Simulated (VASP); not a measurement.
**VASP 6.6.1, r²SCAN single-point calculation, InSb (strained zincblende)**

INCAR

```
PREC = Accurate
LREAL = .FALSE.
NELM = 120
LASPH = .TRUE.
EDIFF = 1E-7
NBANDS = 16
LWAVE = .FALSE.
ENCUT = 520
ISMEAR = -1
LCHARG = .FALSE.
ISIF = 2
SIGMA = 0.02
ALGO = Normal
METAGGA = R2SCAN
NSW = 0
IBRION = -1
```

KPOINTS

```
KPOINTS created by Atomic Simulation Environment
0
Gamma
6 6 6
0 0 0
```

KPOINTS_OPT

```
special points
7
Reciprocal
0.0000000000 0.0000000000 0.0000000000 1
-0.5000000000 -0.5000000000 0.0000000000 1
-0.3750000000 -0.3750000000 0.2500000000 1
-0.3750000000 0.0000000000 0.3750000000 1
0.0000000000 0.0000000000 0.5000000000 1
-0.5000000000 -0.2500000000 0.2500000000 1
-0.0175780000 -0.0175780000 0.0000000000 1
```

POSCAR

```
In Sb
 1.0000000000000000
     0.0000000000000000    3.2139227572000002    3.3432541018999999
     3.2139227572000002    0.0000000000000000    3.3432541018999999
     3.2139227572000002    3.2139227572000002    0.0000000000000000
 In  Sb
   1   1
Cartesian
  0.0000000000000000  0.0000000000000000  0.0000000000000000
  1.6069613785999999  1.6069613785999999  1.6716270509499997
```

VASP ran with the recommended PBE PAW datasets (18 valence electrons in the cell).

Command

```
mpirun -np 1 vasp_std
```

From OUTCAR

```
k-points           NKPTS =     30   k-points in BZ     NKDIM =     30   number of bands    NBANDS=     16

   NELECT =      18.0000    total number of electrons

   dimension x,y,z NGX =    36 NGY =   36 NGZ =   36
   dimension x,y,z NGXF=    72 NGYF=   72 NGZF=   72

  energy-cutoff  :      520.00
  volume of cell :       69.07
      direct lattice vectors                 reciprocal lattice vectors
     0.000000000  3.213922757  3.343254102    -0.155573123  0.155573123  0.149554890
     3.213922757  0.000000000  3.343254102     0.155573123 -0.155573123  0.149554890
     3.213922757  3.213922757  0.000000000     0.155573123  0.155573123 -0.149554890

 k-points in reciprocal lattice and weights: KPOINTS created by Atomic Simulation Env
   0.00000000  0.00000000  0.00000000       0.005
   0.16666667  0.00000000  0.00000000       0.037
   0.33333333  0.00000000  0.00000000       0.037
   0.50000000 -0.00000000  0.00000000       0.019
   0.16666667  0.16666667  0.00000000       0.009
   0.33333333  0.16666667  0.00000000       0.037
   0.50000000  0.16666667  0.00000000       0.037
  -0.33333333  0.16666667  0.00000000       0.037
   ...

 E-fermi :   4.8715

 k-point     1 :       0.0000    0.0000    0.0000
  band No.  band energies     occupation
      1     -10.3162      2.00000
      2     -10.3077      2.00000
      3     -10.3077      2.00000
      4     -10.2172      2.00000
      5     -10.2111      2.00000
      6      -6.2530      2.00000
      7       4.6166      1.99999
      8       4.8331      1.74430
      9       4.8331      1.74428
     10       4.8928      0.51142
     11       7.9524      0.00000
     12       7.9524      0.00000
     13       8.0526      0.00000
     14      10.9351      0.00000
     15      13.0929      0.00000
     16      13.6908      0.00000

 k-point     2 :       0.1667    0.0000    0.0000
  band No.  band energies     occupation
      1     -10.3233      2.00000
      2     -10.3071      2.00000
      3     -10.3022      2.00000
      4     -10.2179      2.00000
      5     -10.2109      2.00000
      6      -5.9955      2.00000
      7       2.3398      2.00000
      8       4.3349      2.00000
      9       4.5155      2.00000
     10       5.9984      0.00000
     11       8.4133      0.00000
     12       8.4316      0.00000
     13       8.8336      0.00000
     14      12.0006      0.00000
     15      12.3609      0.00000
     16      12.6548      0.00000

 k-point     3 :       0.3333    0.0000    0.0000
  band No.  band energies     occupation
      1     -10.3465      2.00000
      2     -10.2974      2.00000
      3     -10.2923      2.00000
      4     -10.2181      2.00000
      5     -10.2091      2.00000
      6      -5.3299      2.00000
      7       0.1009      2.00000
      8       3.8131      2.00000
      9       4.0562      2.00000
     10       5.7121      0.00000
     11       8.8004      0.00000
     12       8.9267      0.00000
     13      10.9461      0.00000
     14      11.9299      0.00000
     15      12.9131      0.00000
     16      12.9951      0.00000

 k-point     4 :       0.5000   -0.0000    0.0000
  band No.  band energies     occupation
      1     -10.3582      2.00000
      2     -10.2931      2.00000
      3     -10.2880      2.00000
      4     -10.2175      2.00000
      5     -10.2074      2.00000
      6      -4.8431      2.00000
      7      -0.9368      2.00000
      8       3.6042      2.00000
      9       3.8742      2.00000
     10       5.5452      0.00000
     11       8.7821      0.00000
     12       8.9562      0.00000
     13      11.2500      0.00000
     14      13.4966      0.00000
     15      14.3357      0.00000
     16      14.5797      0.00000

 k-point     5 :       0.1667    0.1667    0.0000
  band No.  band energies     occupation
      1     -10.3368      2.00000
      2     -10.2969      2.00000
      3     -10.2969      2.00000
      4     -10.2153      2.00000
      5     -10.2141      2.00000
      6      -5.9225      2.00000
      7       2.1795      2.00000
      8       3.9881      2.00000
      9       3.9881      2.00000
     10       6.9123      0.00000
     11       7.4499      0.00000
     12       9.2647      0.00000
     13       9.2647      0.00000
     14      11.0135      0.00000
     15      12.4998      0.00000
     16      14.0039      0.00000

 k-point     6 :       0.3333    0.1667    0.0000
  band No.  band energies     occupation
      1     -10.3541      2.00000
      2     -10.2899      2.00000
      3     -10.2864      2.00000
      4     -10.2155      2.00000
      5     -10.2144      2.00000
      6      -5.3894      2.00000
      7       0.5302      2.00000
      8       3.1658      2.00000
      9       3.5239      2.00000
     10       6.9999      0.00000
     11       8.0438      0.00000
     12       9.6681      0.00000
     13      10.0313      0.00000
     14      12.1508      0.00000
     15      13.5499      0.00000
     16      13.9271      0.00000

 k-point     7 :       0.5000    0.1667    0.0000
  band No.  band energies     occupation
      1     -10.3645      2.00000
      2     -10.2876      2.00000
      3     -10.2815      2.00000
      4     -10.2160      2.00000
      5     -10.2125      2.00000
      6      -4.7457      2.00000
      7      -0.7989      2.00000
      8       2.4427      2.00000
      9       3.4690      2.00000
     10       6.8493      0.00000
     11       8.5720      0.00000
     12       9.8608      0.00000
     13      11.0207      0.00000
     14      12.9315      0.00000
     15      14.2013      0.00000
     16      14.4785      0.00000

 k-point     8 :      -0.3333    0.1667    0.0000
  band No.  band energies     occupation
      1     -10.3591      2.00000
      2     -10.2898      2.00000
      3     -10.2857      2.00000
      4     -10.2198      2.00000
      5     -10.2090      2.00000
      6      -4.8993      2.00000
      7      -0.4703      2.00000
      8       2.2779      2.00000
      9       3.8413      2.00000
     10       6.8917      0.00000
     11       8.8609      0.00000
     12       9.3884      0.00000
     13      10.7679      0.00000
     14      12.5073      0.00000
     15      13.0204      0.00000
     16      14.5905      0.00000

 k-point     9 :      -0.1667    0.1667    0.0000
  band No.  band energies     occupation
      1     -10.3395      2.00000
      2     -10.2981      2.00000
      3     -10.2961      2.00000
      4     -10.2207      2.00000
      5     -10.2089      2.00000
      6      -5.5822      2.00000
      7       1.1005      2.00000
      8       2.9111      2.00000
      9       4.4026      2.00000
     10       6.8439      0.00000
     11       8.5256      0.00000
     12       8.6699      0.00000
     13       9.7234      0.00000
     14      11.8281      0.00000
     15      13.0448      0.00000
     16      13.4586      0.00000

 k-point    10 :       0.3333    0.3333    0.0000
  band No.  band energies     occupation
      1     -10.3739      2.00000
      2     -10.2749      2.00000
      3     -10.2749      2.00000
      4     -10.2223      2.00000
      5     -10.2114      2.00000
      6      -5.0338      2.00000
      7      -0.1286      2.00000
      8       2.9771      2.00000
      9       2.9771      2.00000
     10       6.4947      0.00000
     11       7.2240      0.00000
     12      11.5982      0.00000
     13      11.5982      0.00000
     14      11.9986      0.00000
     15      14.7911      0.00000
     16      15.2507      0.00000

 k-point    11 :       0.5000    0.3333    0.0000
  band No.  band energies     occupation
      1     -10.3815      2.00000
      2     -10.2724      2.00000
      3     -10.2692      2.00000
      4     -10.2222      2.00000
      5     -10.2121      2.00000
      6      -4.4812      2.00000
      7      -0.9940      2.00000
      8       2.0966      2.00000
      9       2.8526      2.00000
     10       6.7227      0.00000
     11       7.9161      0.00000
     12      11.2139      0.00000
     13      11.8683      0.00000
     14      13.7284      0.00000
     15      14.9345      0.00000
     16      15.4077      0.00000

 k-point    12 :      -0.3333    0.3333    0.0000
  band No.  band energies     occupation
      1     -10.3736      2.00000
      2     -10.2804      2.00000
      3     -10.2740      2.00000
      4     -10.2170      2.00000
      5     -10.2155      2.00000
      6      -4.4011      2.00000
      7      -1.0041      2.00000
      8       1.4672      2.00000
      9       3.2140      2.00000
     10       6.9958      0.00000
     11       9.7928      0.00000
     12      10.8593      0.00000
     13      11.1245      0.00000
     14      11.5369      0.00000
     15      13.0488      0.00000
     16      15.9512      0.00000

 ...

  Total        0.5763242      0.5763242      0.0184682      0.0000000     -0.0000000      0.0000000
  in kB       13.3692553     13.3692553      0.4284146      0.0000000     -0.0000000      0.0000000
  external PRESSURE =       9.0556417 kB  Pullay stress =       0.0000000 kB

 POSITION                                       TOTAL-FORCE (eV/Angst)
 -----------------------------------------------------------------------------------
      0.00000      0.00000      0.00000        -0.000000     -0.000000      0.000000
      1.60696      1.60696      1.67163         0.000000      0.000000      0.000000
 -----------------------------------------------------------------------------------
    total drift:                               -0.000004     -0.000004      0.000003

  FREE ENERGIE OF THE ION-ELECTRON SYSTEM (eV)
  ---------------------------------------------------
  free  energy   TOTEN  =       -48.7370098971 eV

  energy  without entropy=      -48.7367630189  energy(sigma->0) =      -48.73688646
```

```
gap between bands v and c : 0.06 eV
least direct gap          : 0.06 eV
pressure                  : 0.9 GPa
```

Band v is the last that the valence electrons fill when counted band by band, and c is the next.

The run took about 1.9 min on one core of a shared host (Intel Xeon Platinum 8488C) and held 0.23 GiB at most.
